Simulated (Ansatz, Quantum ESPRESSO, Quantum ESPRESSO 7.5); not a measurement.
# 1 layers of Mo in Al(111), on the host's sites: ballistic transmission

How well does the junction conduct in the ballistic limit? It is: 1 layers of Mo in Al(111), on the host's sites.

Program: Quantum ESPRESSO 7.5. Level of theory: plane-wave DFT, PBE, GBRV ultrasoft pseudopotentials (cross-check by Ansatz 0.2.0 with PAW datasets). Results are calculated unless marked as measured.

## (1) Set-up

The cell holds 21 atoms: 20 Al and 1 Mo. Its edges and angles: a = 2.857 Å, b = 2.857 Å, c = 48.882 Å, α = 90.0°, β = 90.0°, γ = 60.0°. It derives from Al. Regions: left lead, 9 atoms (9 Al); channel, 3 atoms (1 Mo and 2 Al); right lead, 9 atoms (9 Al). The structure is stacked along c, and the current runs across the ab planes.

## (2) SCF with pw.x

One periodic cell holds a stretch of lead, the junction and more lead; the atoms stay as built.

Contents of scf.in:

```
&control
  prefix = 'scf'
  outdir = './out'
  pseudo_dir = './pseudo'
  calculation = 'scf'
  tprnfor = .true.
/
&system
  ibrav = 0
  nat = 21
  ntyp = 2
  ecutwfc = 40
  ecutrho = 200
  occupations = 'smearing'
  smearing = 'mv'
  degauss = 0.01
/
&electrons
  conv_thr = 1e-07
  mixing_beta = 0.25
  electron_maxstep = 120
  mixing_mode = 'local-TF'
/
ATOMIC_SPECIES
  Al  26.9815  al_pbe_v1.uspp.F.UPF
  Mo  95.9500  mo_pbe_v1.uspp.F.UPF
CELL_PARAMETERS angstrom
  2.85671139599365 0.00000000000000 0.00000000000000
  1.42835569799683 2.47398464021101 0.00000000000000
  0.00000000000000 0.00000000000000 48.88228053198228
ATOMIC_POSITIONS crystal
  Al  0.000000000000 0.000000000000 0.000000000000
  Al  0.333333333000 0.333333333000 0.047716576685
  Al  0.666666667000 0.666666667000 0.095433153369
  Al  0.000000000000 0.000000000000 0.143149730054
  Al  0.333333333000 0.333333333000 0.190866306739
  Al  0.666666667000 0.666666667000 0.238582883423
  Al  0.000000000000 0.000000000000 0.286299460108
  Al  0.333333333000 0.333333333000 0.334016036793
  Al  0.666666667000 0.666666667000 0.381732613477
  Mo  0.000000000000 0.000000000000 0.428425134973
  Al  0.333333333000 0.333333333000 0.475117656469
  Al  0.666666667000 0.666666667000 0.522834233153
  Al  0.000000000000 0.000000000000 0.570550809838
  Al  0.333333333000 0.333333333000 0.618267386523
  Al  0.666666667000 0.666666667000 0.665983963207
  Al  0.000000000000 0.000000000000 0.713700539892
  Al  0.333333333000 0.333333333000 0.761417116577
  Al  0.666666667000 0.666666667000 0.809133693261
  Al  0.000000000000 0.000000000000 0.856850269946
  Al  0.333333333000 0.333333333000 0.904566846631
  Al  0.666666667000 0.666666667000 0.952283423315
K_POINTS automatic
  10 10 1 0 0 0
```

Command:

```console
> OMP_NUM_THREADS=1 mpirun -n 2 pw.x -nk 2 -in scf.in > scf.out
```

Output:

```text
Program PWSCF v.7.5 starts
[citation notice left out]

     Parallel version (MPI & OpenMP), running on       2 processor cores
     Number of MPI processes:                 2
     Threads/MPI process:                     1

     MPI processes distributed on     1 nodes
[...]
Current dimensions of program PWSCF are:
     Max number of different atomic species (ntypx) = 10
     Max number of k-points (npk) =  40000
     Max angular momentum in pseudopotentials (lmaxx) =  4
     Message from routine setup:
     using ibrav=0 with symmetry is DISCOURAGED, use correct ibrav instead

     K-points division:     npool     =       2
     Subspace diagonalization in iterative solution of the eigenvalue problem:
     a serial algorithm will be used

     G-vector sticks info
     --------------------
     sticks:   dense  smooth     PW     G-vecs:    dense   smooth      PW
     Sum         397     313    109               110959    79451   14479

     Using Slab Decomposition

     bravais-lattice index     =            0
     lattice parameter (alat)  =       5.3984  a.u.
     unit-cell volume          =    2331.3712 (a.u.)^3
     number of atoms/cell      =           21
     number of atomic types    =            2
     number of electrons       =        74.00
     number of Kohn-Sham states=           44
     kinetic-energy cutoff     =      40.0000  Ry
     charge density cutoff     =     200.0000  Ry
     scf convergence threshold =      1.0E-07
     mixing beta               =       0.2500
     number of iterations used =            8  local-TF  mixing
     Exchange-correlation= SLA  PW   PBE  PBE
                           (   1   4   3   4   0   0   0)

     celldm(1)=   5.398402  celldm(2)=   0.000000  celldm(3)=   0.000000
     celldm(4)=   0.000000  celldm(5)=   0.000000  celldm(6)=   0.000000

     crystal axes: (cart. coord. in units of alat)
               a(1) = (   1.000000   0.000000   0.000000 )
               a(2) = (   0.500000   0.866025   0.000000 )
               a(3) = (   0.000000   0.000000  17.111382 )

     reciprocal axes: (cart. coord. in units 2 pi/alat)
               b(1) = (  1.000000 -0.577350  0.000000 )
               b(2) = (  0.000000  1.154701  0.000000 )
               b(3) = (  0.000000  0.000000  0.058441 )

     PseudoPot. # 1 for Al read from file:
     ./pseudo/al_pbe_v1.uspp.F.UPF
     Pseudo is Ultrasoft + core correction, Zval =  3.0
     Generated by new atomic code, or converted to UPF format
     Using radial grid of  893 points,  3 beta functions with:
                l(1) =   0
                l(2) =   1
                l(3) =   2
     Q(r) pseudized with  8 coefficients,  rinner =    0.900   0.900   0.900
                                                       0.900   0.900

     PseudoPot. # 2 for Mo read from file:
     ./pseudo/mo_pbe_v1.uspp.F.UPF
     Pseudo is Ultrasoft + core correction, Zval = 14.0
     Generated by new atomic code, or converted to UPF format
     Using radial grid of  889 points,  6 beta functions with:
                l(1) =   0
                l(2) =   0
                l(3) =   1
                l(4) =   1
                l(5) =   2
                l(6) =   2
     Q(r) pseudized with  6 coefficients,  rinner =    1.000   1.000   1.000
                                                       1.000   1.000

     atomic species   valence    mass     pseudopotential
     Al                3.00    26.98150     Al( 1.00)
     Mo               14.00    95.95000     Mo( 1.00)

      6 Sym. Ops. (no inversion) found

   Cartesian axes

     site n.     atom                  positions (alat units)
         1        Al     tau(   1) = (   0.0000000   0.0000000   0.0000000  )
         2        Al     tau(   2) = (   0.5000000   0.2886751   0.8164966  )
         3        Al     tau(   3) = (   1.0000000   0.5773503   1.6329932  )
         4        Al     tau(   4) = (   0.0000000   0.0000000   2.4494897  )
         5        Al     tau(   5) = (   0.5000000   0.2886751   3.2659863  )
         6        Al     tau(   6) = (   1.0000000   0.5773503   4.0824829  )
         7        Al     tau(   7) = (   0.0000000   0.0000000   4.8989795  )
         8        Al     tau(   8) = (   0.5000000   0.2886751   5.7154761  )
         9        Al     tau(   9) = (   1.0000000   0.5773503   6.5319726  )
        10        Mo     tau(  10) = (   0.0000000   0.0000000   7.3309462  )
        11        Al     tau(  11) = (   0.5000000   0.2886751   8.1299198  )
        12        Al     tau(  12) = (   1.0000000   0.5773503   8.9464164  )
        13        Al     tau(  13) = (   0.0000000   0.0000000   9.7629130  )
        14        Al     tau(  14) = (   0.5000000   0.2886751  10.5794096  )
        15        Al     tau(  15) = (   1.0000000   0.5773503  11.3959061  )
        16        Al     tau(  16) = (   0.0000000   0.0000000  12.2124027  )
        17        Al     tau(  17) = (   0.5000000   0.2886751  13.0288993  )
        18        Al     tau(  18) = (   1.0000000   0.5773503  13.8453959  )
        19        Al     tau(  19) = (   0.0000000   0.0000000  14.6618925  )
        20        Al     tau(  20) = (   0.5000000   0.2886751  15.4783890  )
        21        Al     tau(  21) = (   1.0000000   0.5773503  16.2948856  )

     number of k points=    14  Marzari-Vanderbilt smearing, width (Ry)=  0.0100
                       cart. coord. in units 2pi/alat
        k(    1) = (   0.0000000   0.0000000   0.0000000), wk =   0.0200000
        k(    2) = (   0.0000000   0.1154701   0.0000000), wk =   0.1200000
        k(    3) = (   0.0000000   0.2309401   0.0000000), wk =   0.1200000
        k(    4) = (   0.0000000   0.3464102   0.0000000), wk =   0.1200000
        k(    5) = (   0.0000000   0.4618802   0.0000000), wk =   0.1200000
        k(    6) = (   0.0000000  -0.5773503   0.0000000), wk =   0.0600000
        k(    7) = (   0.1000000   0.1732051   0.0000000), wk =   0.1200000
        k(    8) = (   0.1000000   0.2886751   0.0000000), wk =   0.2400000
        k(    9) = (   0.1000000   0.4041452   0.0000000), wk =   0.2400000
        k(   10) = (   0.1000000  -0.6350853   0.0000000), wk =   0.2400000
[...]
k(   14) = (   0.3000000  -0.6350853   0.0000000), wk =   0.1200000

     Dense  grid:   110959 G-vectors     FFT dimensions: (  25,  25, 432)

     Smooth grid:    79451 G-vectors     FFT dimensions: (  24,  24, 375)

     Estimated max dynamical RAM per process >     361.16 MB

     Estimated total dynamical RAM >     695.24 MB

     Initial potential from superposition of free atoms

[...]
estimated scf accuracy    <       0.01241979 Ry

     iteration # 12     ecut=    40.00 Ry     beta= 0.25
[...]
c_bands:  1 eigenvalues not converged
[...]
total energy              =    -273.46818979 Ry
     estimated scf accuracy    <       0.01017069 Ry

[... 29 further iterations ...]
     iteration # 42     ecut=    40.00 Ry     beta= 0.25
[...]
total energy              =    -273.46854389 Ry
     estimated scf accuracy    <       0.00000353 Ry

     iteration # 43     ecut=    40.00 Ry     beta= 0.25
[...]
total energy              =    -273.46854361 Ry
     estimated scf accuracy    <       0.00000333 Ry

     iteration # 44     ecut=    40.00 Ry     beta= 0.25
[...]
total energy              =    -273.46854373 Ry
     estimated scf accuracy    <       0.00000309 Ry

     iteration # 45     ecut=    40.00 Ry     beta= 0.25
[...]
total energy              =    -273.46854377 Ry
     estimated scf accuracy    <       0.00000105 Ry

     iteration # 46     ecut=    40.00 Ry     beta= 0.25
[...]
total energy              =    -273.46854378 Ry
     estimated scf accuracy    <       0.00000113 Ry

     iteration # 47     ecut=    40.00 Ry     beta= 0.25
[...]
total energy              =    -273.46854378 Ry
     estimated scf accuracy    <       0.00000054 Ry

     iteration # 48     ecut=    40.00 Ry     beta= 0.25
[...]
total energy              =    -273.46854379 Ry
     estimated scf accuracy    <       0.00000073 Ry

     iteration # 49     ecut=    40.00 Ry     beta= 0.25
[...]
total energy              =    -273.46854380 Ry
     estimated scf accuracy    <       0.00000045 Ry

     iteration # 50     ecut=    40.00 Ry     beta= 0.25
[...]
total energy              =    -273.46854379 Ry
     estimated scf accuracy    <       0.00000046 Ry

     iteration # 51     ecut=    40.00 Ry     beta= 0.25
[...]
End of self-consistent calculation

          k = 0.0000 0.0000 0.0000 ( 10145 PWs)   bands (ev):

   -52.2265 -26.4137 -25.7544 -25.7544  -2.6852  -2.6396  -2.5636  -2.4441
    -2.3103  -2.1139  -1.9377  -1.6609  -1.4496  -1.0833  -0.8439  -0.3850
    -0.1233   0.4395   0.7041   1.3797   1.6345   2.4354   2.6523   3.6435
     3.6437   4.6886   4.8484   5.6104   6.2397   6.8640   7.7258   8.2121
     8.2121   8.3170   9.3073   9.8950  10.3908  10.3908  10.9763  11.5715
    12.7224  13.3319  14.5312  15.1611

          k = 0.0000 0.1155 0.0000 ( 10125 PWs)   bands (ev):

   -52.2141 -26.3999 -25.8440 -25.7749  -2.4434  -2.3979  -2.3218  -2.2028
    -2.0687  -1.8734  -1.6963  -1.4217  -1.2083  -0.8457  -0.6027  -0.1496
     0.1179   0.6720   0.9459   1.6084   1.8780   2.6589   2.9006   3.8567
     3.8954   4.9591   5.0557   5.8377   6.4286   7.0749   7.8356   7.9598
     8.5090   8.5220   9.3094  10.0903  10.1862  10.2716  11.3452  11.7554
    12.9942  13.4906  14.7322  15.2579

          k = 0.0000 0.2309 0.0000 ( 10005 PWs)   bands (ev):

   -52.1815 -26.3637 -26.0744 -25.8282  -1.7199  -1.6748  -1.5987  -1.4812
    -1.3463  -1.1543  -0.9749  -0.7065  -0.4882  -0.1359   0.1160   0.5529
     0.8352   1.3646   1.6621   2.2873   2.5944   3.3185   3.6207   4.4724
     4.6116   5.6355   5.6696   6.4350   6.9248   7.4460   7.6959   8.1967
     9.0888   9.2771   9.3516   9.9798  10.4020  10.6579  11.6153  12.1622
    12.3307  12.4109  12.4750  12.5865

          k = 0.0000 0.3464 0.0000 (  9984 PWs)   bands (ev):

   -52.1409 -26.3516 -26.3185 -25.8934  -0.5211  -0.4768  -0.4008  -0.2859
    -0.1504   0.0360   0.2180   0.4760   0.7005   1.0354   1.2990   1.7083
     2.0106   2.4967   2.8270   3.3837   3.7420   4.3557   4.7220   5.3609
     5.5457   6.1059   6.5065   7.2516   7.4848   7.8363   8.1678   8.5533
     8.6736   8.7393   8.9156   9.1907   9.5163   9.5619   9.6257   9.6927
     9.9177  10.0351  10.1900  10.3601

          k = 0.0000 0.4619 0.0000 (  9888 PWs)   bands (ev):

   -52.1079 -26.5699 -26.2818 -25.9456   1.1418   1.1845   1.2600   1.3702
     1.5060   1.6818   1.8667   2.1043   2.3373   2.6356   2.9170   3.2623
     3.5956   3.9685   4.3323   4.7097   4.9838   5.4713   5.5496   5.7971
     5.8432   5.9164   6.0068   6.0884   6.1524   6.2790   6.3611   6.5129
     6.8073   7.1145   7.4791   7.5255   7.6554   7.9569   8.1431   8.3578
     8.7359   8.8552   9.0240   9.2484

          k = 0.0000-0.5774 0.0000 (  9848 PWs)   bands (ev):

   -52.0952 -26.6521 -26.2677 -25.9654   3.2480   3.2496   3.2674   3.2936
     3.3515   3.3650   3.4004   3.4810   3.5609   3.6034   3.6370   3.7955
     3.8230   3.9291   4.0306   4.2428   4.2455   4.4424   4.4773   4.6660
     4.7813   4.9899   5.0529   5.1524   5.3838   5.5582   5.7211   5.7768
     6.1853   6.5614   6.7378   7.0224   7.3143   7.4419   7.5971   7.7663
     8.2856   8.4112   8.5673   8.7463

[...]
the Fermi energy is     8.6301 ev

!    total energy              =    -273.46854377 Ry
     estimated scf accuracy    <       0.00000003 Ry
     smearing contrib. (-TS)   =      -0.00157716 Ry
     internal energy E=F+TS    =    -273.46696662 Ry

     The total energy is F=E-TS. E is the sum of the following terms:
     one-electron contribution =    -854.82800405 Ry
     hartree contribution      =     461.07008640 Ry
     xc contribution           =    -105.21198386 Ry
     ewald contribution        =     225.50293489 Ry

     convergence has been achieved in  51 iterations

     Forces acting on atoms (cartesian axes, Ry/au):

     atom    1 type  1   force =     0.00000000    0.00000000    0.00044935
     atom    2 type  1   force =     0.00000000    0.00000000   -0.00005736
     atom    3 type  1   force =     0.00000000    0.00000000   -0.00082715
     atom    4 type  1   force =     0.00000000    0.00000000    0.00057321
     atom    5 type  1   force =     0.00000000    0.00000000    0.00018321
     atom    6 type  1   force =     0.00000000    0.00000000   -0.00122276
     atom    7 type  1   force =     0.00000000    0.00000000    0.00067450
     atom    8 type  1   force =     0.00000000    0.00000000   -0.00057615
     atom    9 type  1   force =     0.00000000    0.00000000    0.02557004
     atom   10 type  2   force =     0.00000000    0.00000000    0.00000145
     atom   11 type  1   force =     0.00000000    0.00000000   -0.02557183
     atom   12 type  1   force =     0.00000000    0.00000000    0.00056975
     atom   13 type  1   force =     0.00000000    0.00000000   -0.00065871
     atom   14 type  1   force =     0.00000000    0.00000000    0.00119859
     atom   15 type  1   force =     0.00000000    0.00000000   -0.00016717
     atom   16 type  1   force =     0.00000000    0.00000000   -0.00057075
     atom   17 type  1   force =     0.00000000    0.00000000    0.00081270
     atom   18 type  1   force =     0.00000000    0.00000000    0.00007690
     atom   19 type  1   force =     0.00000000    0.00000000   -0.00046738
     atom   20 type  1   force =     0.00000000    0.00000000   -0.00041992
     atom   21 type  1   force =     0.00000000    0.00000000    0.00042948

     Total force =     0.036264     Total SCF correction =     0.000320

[...]
=------------------------------------------------------------------------------=
   JOB DONE.
=------------------------------------------------------------------------------=
```

It took 4.9 min on 2 MPI ranks of Arm Neoverse V2, shared host; peak memory 0.72 GiB; 9.7 min of CPU time.

Read from the output:

| Property | Result |
| --- | --- |
| free energy | -3720.7291 eV |
| Fermi energy | 8.630 eV |

The program's own clock; routines nest. Time by routine:

```csv
routine,wall time (s),calls
PWSCF,291.3,1
electrons,285.1,1
c_bands,215.3,51
cegterg,189.7,357
h_psi,142.1,904
fftw,109.4,81270
vloc_psi,98.25,904
sum_band,48.19,51
calbec,32.75,1289
s_psi,21.82,904
add_vuspsi,21.82,904
h_psi:calbec,21.65,904
newd,11.04,52
mix_rho,6.21,51
```

The run needed 51 iterations to bring the estimated error under 1e-07 Ry; the largest force on any atom, held or free, is 0.66 eV/Å.

(Continued in part 2 of 3.)

[Logs are printed without paths, hosts, clocks, repeated set-up lines and the standing remarks that a program may print on its own settings, such as how far it seeks lower states.]

[Hosts, paths, dates, database ids (printed as entryN), source tags and the programs' standing remarks are cut or masked in the printed files.]

[Maps of the electrostatic potential energy from Ansatz leave out the sawtooth potential of an applied field or a dipole correction, so their vacuum need not be flat; planar profiles and work functions include it.]
